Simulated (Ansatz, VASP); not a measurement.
V in VASP and in Ansatz

```
V
1.0
     2.45160    0.00000    0.00000
     0.00000    2.45160    0.00000
     0.00000    0.00000    2.45160
V
1
Direct
  0.00000 0.00000 0.00000
```

Alike in both runs: functional PBE; k mesh 16 × 16 × 16; occupations fermi-dirac, width 0.1 eV; no spin polarisation.

Ansatz relaxed the structure, and its values are those at the end. VASP's run is a single point on that final structure, the one shown.

|  | VASP | Ansatz |
| --- | --- | --- |
| version | VASP 6.6.1 | Ansatz 0.2.0 |
| potentials or method | VASP PAW PBE potentials, release 64 (V_sv), cutoff 520 eV | all-electron LAPW, scalar-relativistic |

```tsv
	VASP	Ansatz	Ansatz less VASP
pressure (GPa)	0.1	-0.2	-0.33
```

Ansatz ran all-electron here, so the differences hold the error of VASP's frozen core and of both bases.
